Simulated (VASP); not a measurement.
# Dy (P6_3/mmc) in VASP: a series of runs, part 2 of 3

VASP 6.6.1. Earlier steps stand in the parts before.

## Step 3: Single point, PBEsol, collinear spin, ferromagnetic start

Contents of INCAR:

```
SYSTEM = Dy
PREC     = Low            ! precision mode
ENCUT    = 460            ! plane-wave cutoff, eV
EDIFF    = 1E-6           ! SCF threshold, eV
ISMEAR   = 1              ! smearing method
SIGMA    = 0.2            ! smearing width, eV
LREAL    = .False.        ! projectors in reciprocal space
LASPH    = .True.         ! aspherical terms in the spheres
NELM     = 100            ! most SCF steps
ALGO     = Normal         ! electronic algorithm
ISIF     = 2              ! what is computed and relaxed
LWAVE    = .False.        ! write WAVECAR
LCHARG   = .False.        ! write CHGCAR
ISPIN    = 2              ! spin polarisation
MAGMOM   = 5 5            ! initial moments
LORBIT   = 11             ! projections on sites
LMAXMIX  = 6              ! l up to which the mixer works
GGA      = PS             ! functional
ADDGRID  = .False.
```

Contents of KPOINTS:

```
regular mesh
0
Gamma
  9 9 5
  0 0 0
```

Contents of POSCAR:

```
Dy
1.0
    3.5903000000      0.0000000000      0.0000000000
   -1.7951500000      3.1092910072      0.0000000000
    0.0000000000      0.0000000000      5.6475000000
Dy
2
Direct
    0.6390340000      0.3471240000      0.7350940000
    0.3239070000      0.6817830000      0.2438910000
```

Potentials or basis: VASP PAW PBE potentials, release 64 (Dy_3), 4f in core.

On the command line:

```
$ cat potpaw_PBE.64/Dy_3/POTCAR > POTCAR
$ mpirun -np 1 vasp_std > vasp.out
```

OUTCAR:

```text
SYSTEM = Dy
   PREC = Low
   ENCUT = 460
   EDIFF = 1E-6
   ISMEAR = 1
   LREAL = .False.
   LASPH = .True.
   NELM = 100
   ISIF = 2
   ISPIN = 2
   LORBIT = 11
   GGA = PS

 Found    203 irreducible k-points:

 Following reciprocal coordinates:
            Coordinates               Weight
  0.000000  0.000000  0.000000      1.000000
  0.111111  0.000000  0.000000      2.000000
  0.000000  0.111111  0.000000      2.000000
 -0.111111  0.111111  0.000000      2.000000
  0.222222 -0.000000  0.000000      2.000000
  0.000000  0.222222  0.000000      2.000000
   k-points           NKPTS =    203   k-points in BZ     NKDIM =    203   number of bands    NBANDS=     18
   number of dos      NEDOS =    301   number of ions     NIONS =      2
   total plane-waves  NPLWV =  12000
   dimension x,y,z NGX =    20 NGY =   20 NGZ =   30
   dimension x,y,z NGXF=    20 NGYF=   20 NGZF=   30
   ions per type =               2
   NGX,Y,Z   is equivalent  to a cutoff of   9.26,  9.26,  8.83 a.u.
   NGXF,Y,Z  is equivalent  to a cutoff of   9.26,  9.26,  8.83 a.u.
 SYSTEM =  Dy
   PREC   = low       normal or accurate (medium, high low for compatibility)
   ISTART =      0    job   : 0-new  1-cont  2-samecut
   ICHARG =      2    charge: 1-file 2-atom 10-const
   ISPIN  =      2    spin polarized calculation?
   LNONCOLLINEAR =      F non collinear calculations
   LSORBIT =      F    spin-orbit coupling
   LASPH  =      T    aspherical Exc in radial PAW
   ENCUT  =  460.0 eV  33.81 Ry    5.81 a.u.   6.28  6.28  9.88*2*pi/ulx,y,z
   NELM   =    100;   NELMIN=  2; NELMDL= -5     # of ELM steps
   EDIFF  = 0.1E-05   stopping-criterion for ELM
   LREAL  =      F    real-space projection
   EDIFFG = 0.1E-04   stopping-criterion for IOM
   NSW    =      0    number of steps for IOM
   IBRION =     -1    ionic relax: 0-MD 1-quasi-New 2-CG
   NFREE  =      0    steps in history (QN), initial steepest desc. (CG)
   ISIF   =      2    stress and relaxation
   ISYM   =      2    0-nonsym 1-usesym 2-fastsym
   POTIM  = 0.5000    time-step for ionic-motion
   TEBEG  =    0.0;   TEEND  =   0.0 temperature during run
   PSTRESS=    0.0 pullay stress
   NELECT =      18.0000    total number of electrons
   NUPDOWN=      -1.0000    fix difference up-down
   EMIN   =  10.00;   EMAX   =-10.00  energy-range for DOS
   EFERMI =   0.00;   METHOD = LEGACY
   ISMEAR =     1;   SIGMA  =   0.20  broadening in eV -4-tet -1-fermi 0-gaus
   EFERMI_NEDOS =   21; number of points for ismear=-14 and -15
   IALGO  =     38    algorithm
   IMIX   =      4    mixing-type and parameters
     AMIX     =   0.40;   BMIX     =  1.00
[... 30 lines left out ...]

 E-fermi :   3.0016     XC(G=0):  -9.9687

 val. band max:        2.9863843534   @ k =  -0.1111  -0.4444   0.0000
 cond. band min:       3.0030825711   @ k =   0.4444   0.1111   0.0000
 fundamental gap:      0.0166982177
 Fermi energy:         3.0016027840

 spin component 1

 k-point     1 :       0.0000    0.0000    0.0000
  band No.  band energies     occupation
      1     -20.5814      1.00000
      2     -19.9998      1.00000
      3     -19.9832      1.00000
      4     -19.8860      1.00000
      5     -19.8753      1.00000
      6     -19.8387      1.00000
[... 103 lines left out ...]
      5     -19.9084      1.00000
      6     -19.8894      1.00000
[... 10 lines left out ...]
     17       8.8919      0.00000
     18      10.3290      0.00000

 [... further k-points ...]

 spin component 2

 k-point     1 :       0.0000    0.0000    0.0000
  band No.  band energies     occupation
      1     -20.5814      1.00000
      2     -19.9998      1.00000
      3     -19.9832      1.00000
      4     -19.8861      1.00000
      5     -19.8753      1.00000
      6     -19.8387      1.00000
[... 103 lines left out ...]
      5     -19.9085      1.00000
      6     -19.8894      1.00000
[... 10 lines left out ...]
     17       8.8919      0.00000
     18      10.3290      0.00000

 [... further k-points ...]
[... 5 lines left out ...]
  --------------------------------------------------------------------------------------
  -------------------------------------------------------------------------------------
  Total       -0.7780827     -0.7672747     -0.8406699     -0.0842222      0.0015832      0.0265732
  in kB      -19.7737030    -19.4990344    -21.3642543     -2.1403691      0.0402334      0.6753153
  external PRESSURE =     -20.2123305 kB  Pullay stress =       0.0000000 kB

 VOLUME and BASIS-vectors are now :
 -----------------------------------------------------------------------------
  energy-cutoff  :      460.00
  volume of cell :       63.04
      direct lattice vectors                 reciprocal lattice vectors
     3.590300000  0.000000000  0.000000000     0.278528257  0.160808364  0.000000000
    -1.795150000  3.109291007  0.000000000     0.000000000  0.321616728  0.000000000
     0.000000000  0.000000000  5.647500000     0.000000000  0.000000000  0.177069500

 POSITION                                       TOTAL-FORCE (eV/Angst)
 -----------------------------------------------------------------------------------
      1.67118      1.07931      4.15144         0.082890      0.002017      0.147057
     -0.06098      2.11986      1.37737        -0.082890     -0.002017     -0.147057
 -----------------------------------------------------------------------------------
    total drift:                               -0.000078     -0.000033     -0.000062

  FREE ENERGIE OF THE ION-ELECTRON SYSTEM (eV)
  ---------------------------------------------------
  free  energy   TOTEN  =        -9.9046375632 eV

  energy  without entropy=       -9.9016367960  energy(sigma->0) =       -9.90363731

 total charge

# of ion       s       p       d       tot
------------------------------------------
    1        0.444   6.379   1.108   7.931
    2        0.444   6.379   1.108   7.931
--------------------------------------------------
tot          0.889  12.758   2.215  15.861

 magnetization (x)

# of ion       s       p       d       tot
------------------------------------------
    1       -0.000   0.000  -0.000  -0.000
    2       -0.000   0.000  -0.000  -0.000
--------------------------------------------------
tot         -0.000   0.000  -0.000  -0.000
```

stdout:

```text
POSCAR found type information on POSCAR Dy
 POSCAR found :  1 types and       2 ions
 scaLAPACK will be used
 -----------------------------------------------------------------------------
|                                                                             |
|                                                                             |
|     You enforced a specific xc type in the INCAR file but a different       |
|     I HOPE YOU KNOW WHAT YOU ARE DOING!                                     |
|                                                                             |
 -----------------------------------------------------------------------------

 LDA part: xc-table for (Slater+PW92), standard interpolation
 POSCAR, INCAR and KPOINTS ok, starting setup
 FFT: planning ... GRIDC
 FFT: planning ... GRID_SOFT
 FFT: planning ... GRID
 WAVECAR not read
 entering main loop
```

Wall time 2.5 min (1 thread of Intel Xeon Platinum 8488C (Sapphire Rapids), shared host); peak memory 0.32 GiB.

The run converged, but some of its settings lie outside the range that counts as converged, so its numbers aren't taken as properties of the crystal.

What came out:

```
Free energy                                           : -9.9046 eV
Pressure                                              : -2.0 GPa
Largest force                                         : 0.169 eV/Å
Band gap on the k mesh                                : none (metal or under the smearing width)
Net moment                                            : 0.00 μB per cell
Valence electrons inside the program's atomic spheres : Dy 7.93
```

Caveat: the magnetic or orbital state may not be the lowest; the PAW data sets were made with another functional, which shifts forces and pressure a little; spin-orbit coupling is left out, which moves the levels of the heavy elements; the 4f electrons are frozen in the core as for a trivalent ion, so they carry no moment and show no levels.

## Step 4: Single point, PBEsol, collinear spin, ferromagnetic start

INCAR: that of step 3 with these lines changed.

```diff
@@ -1,3 +1,3 @@
 SYSTEM = Dy
-PREC     = Low            ! precision mode
+PREC     = Normal         ! precision mode
 ENCUT    = 460            ! plane-wave cutoff, eV
```

KPOINTS is that of step 3.

Contents of POSCAR:

```
Dy
1.0
    3.5903000000      0.0000000000      0.0000000000
   -1.7951500000      3.1092910072      0.0000000000
    0.0000000000      0.0000000000      5.6475000000
Dy
2
Direct
    0.6666666667      0.3333333333      0.7500000000
    0.3333333333      0.6666666667      0.2500000000
```

Potentials or basis: VASP PAW PBE potentials, release 64 (Dy_3), 4f in core.

On the command line:

```
$ cat potpaw_PBE.64/Dy_3/POTCAR > POTCAR
$ mpirun -np 1 vasp_std > vasp.out
```

OUTCAR:

```text
SYSTEM = Dy
   PREC = Normal
   ENCUT = 460
   EDIFF = 1E-6
   ISMEAR = 1
   LREAL = .False.
   LASPH = .True.
   NELM = 100
   ISIF = 2
   ISPIN = 2
   LORBIT = 11
   GGA = PS

 Found     36 irreducible k-points:

 Following reciprocal coordinates:
            Coordinates               Weight
  0.000000  0.000000  0.000000      1.000000
  0.111111  0.000000  0.000000      6.000000
  0.222222 -0.000000  0.000000      6.000000
  0.333333 -0.000000  0.000000      6.000000
  0.444444 -0.000000  0.000000      6.000000
  0.111111  0.111111  0.000000      6.000000
   k-points           NKPTS =     36   k-points in BZ     NKDIM =     36   number of bands    NBANDS=     18
   number of dos      NEDOS =    301   number of ions     NIONS =      2
   total plane-waves  NPLWV =  12000
   dimension x,y,z NGX =    20 NGY =   20 NGZ =   30
   dimension x,y,z NGXF=    40 NGYF=   40 NGZF=   60
   ions per type =               2
   NGX,Y,Z   is equivalent  to a cutoff of   9.26,  9.26,  8.83 a.u.
   NGXF,Y,Z  is equivalent  to a cutoff of  18.52, 18.52, 17.66 a.u.
 SYSTEM =  Dy
   PREC   = normal    normal or accurate (medium, high low for compatibility)
[... 322 lines left out ...]
     18      10.0176      0.00000

 [... further k-points ...]

------------------------ aborting loop because EDIFF is reached ----------------------------------------

  FORCE on cell =-STRESS in cart. coord.  units (eV):
  Direction    XX          YY          ZZ          XY          YZ          ZX
  --------------------------------------------------------------------------------------
  -------------------------------------------------------------------------------------
  Total       -0.7625452     -0.7625452     -0.8882980      0.0000000      0.0000000      0.0000000
  in kB      -19.3788421    -19.3788421    -22.5746449      0.0000000      0.0000000      0.0000000
  external PRESSURE =     -20.4441097 kB  Pullay stress =       0.0000000 kB

 VOLUME and BASIS-vectors are now :
 -----------------------------------------------------------------------------
  energy-cutoff  :      460.00
  volume of cell :       63.04
      direct lattice vectors                 reciprocal lattice vectors
     3.590300000  0.000000000  0.000000000     0.278528257  0.160808364  0.000000000
    -1.795150000  3.109291007  0.000000000     0.000000000  0.321616728  0.000000000
     0.000000000  0.000000000  5.647500000     0.000000000  0.000000000  0.177069500

 POSITION                                       TOTAL-FORCE (eV/Angst)
 -----------------------------------------------------------------------------------
      1.79515      1.03643      4.23562        -0.000000      0.000000      0.000000
     -0.00000      2.07286      1.41187         0.000000     -0.000000      0.000000
 -----------------------------------------------------------------------------------
    total drift:                               -0.000000      0.000000     -0.000000

  FREE ENERGIE OF THE ION-ELECTRON SYSTEM (eV)
  ---------------------------------------------------
  free  energy   TOTEN  =        -9.9107833112 eV

  energy  without entropy=       -9.9079473890  energy(sigma->0) =       -9.90983800

 total charge

# of ion       s       p       d       tot
------------------------------------------
    1        0.444   6.379   1.106   7.929
    2        0.444   6.379   1.106   7.929
--------------------------------------------------
tot          0.888  12.758   2.212  15.858

 magnetization (x)

# of ion       s       p       d       tot
------------------------------------------
    1       -0.000  -0.000  -0.000  -0.000
    2       -0.000  -0.000  -0.000  -0.000
--------------------------------------------------
tot         -0.000  -0.000  -0.000  -0.000
```

OSZICAR:

```text
N       E                     dE             d eps       ncg     rms          rms(c)
DAV:   1     0.595218981087E+02    0.59522E+02   -0.77603E+03  2608   0.820E+02
DAV:   2    -0.190843652487E+01   -0.61430E+02   -0.58523E+02  2596   0.247E+02
DAV:   3    -0.475245012206E+01   -0.28440E+01   -0.26834E+01  3624   0.330E+01
DAV:   4    -0.483382375911E+01   -0.81374E-01   -0.80128E-01  3178   0.556E+00
[... 10 lines left out ...]
DAV:  15    -0.991073186768E+01   -0.20518E-03   -0.29496E-04  2872   0.613E-02    0.622E-02
DAV:  16    -0.991076379364E+01   -0.31926E-04   -0.37308E-05  3490   0.271E-02    0.342E-02
DAV:  17    -0.991078161164E+01   -0.17818E-04   -0.39195E-05  2822   0.225E-02    0.101E-02
DAV:  18    -0.991078329530E+01   -0.16837E-05   -0.67794E-06  3364   0.112E-02    0.153E-03
DAV:  19    -0.991078331123E+01   -0.15923E-07   -0.23997E-07  1380   0.323E-03
   1 F= -.99107833E+01 E0= -.99098380E+01  d E =-.283592E-02  mag=    -0.0007
```

stdout:

```text
POSCAR found type information on POSCAR Dy
 POSCAR found :  1 types and       2 ions
 scaLAPACK will be used
 -----------------------------------------------------------------------------
|                                                                             |
|                                                                             |
|     You enforced a specific xc type in the INCAR file but a different       |
|     I HOPE YOU KNOW WHAT YOU ARE DOING!                                     |
|                                                                             |
 -----------------------------------------------------------------------------

 LDA part: xc-table for (Slater+PW92), standard interpolation
 POSCAR, INCAR and KPOINTS ok, starting setup
 FFT: planning ... GRIDC
 FFT: planning ... GRID_SOFT
 FFT: planning ... GRID
 WAVECAR not read
 entering main loop
```

It took 34 s on 1 thread of Intel Xeon Platinum 8488C (Sapphire Rapids), shared host; peak memory 0.17 GiB.

These settings aren't checked as converged: the numbers below hold their error.

Results:

- Free energy: -9.9108 eV
- Pressure: -2.0 GPa
- Band gap on the k mesh: none (metal or under the smearing width)
- Net moment: 0.00 μB per cell
- Valence electrons inside the program's atomic spheres: Dy 7.93

Caveat: the magnetic or orbital state may not be the lowest; the PAW data sets were made with another functional, which shifts forces and pressure a little; spin-orbit coupling is left out, which moves the levels of the heavy elements; the 4f electrons are frozen in the core as for a trivalent ion, so they carry no moment and show no levels.

## Step 5: Single point, PBEsol, collinear spin, ferromagnetic start

INCAR is that of step 4.

KPOINTS is that of step 4.

Contents of POSCAR:

```
Dy
1.0
    3.5903000000      0.0000000000      0.0000000000
   -1.7951500000      3.1092910072      0.0000000000
    0.0000000000      0.0000000000      5.6475000000
Dy
2
Direct
    0.6390340000      0.3471240000      0.7350940000
    0.3239070000      0.6817830000      0.2438910000
```

On the command line:

```
$ cat potpaw_PBE.64/Dy_3/POTCAR > POTCAR
$ mpirun -np 1 vasp_std > vasp.out
```

It took 2.7 min on 1 thread of Intel Xeon Platinum 8488C (Sapphire Rapids), shared host; peak memory 0.34 GiB.

The run converged, but some of its settings lie outside the range that counts as converged, so its numbers aren't taken as properties of the crystal.

Results:

* Free energy: -9.9045 eV
* Pressure: -2.0 GPa
* Largest force: 0.168 eV/Å
* Band gap on the k mesh: none (metal or under the smearing width)
* Net moment: 0.00 μB per cell
* Valence electrons inside the program's atomic spheres: Dy 7.93

Caveat: the magnetic or orbital state may not be the lowest; the PAW data sets were made with another functional, which shifts forces and pressure a little; spin-orbit coupling is left out, which moves the levels of the heavy elements; the 4f electrons are frozen in the core as for a trivalent ion, so they carry no moment and show no levels.

[end of part 2 of 3]
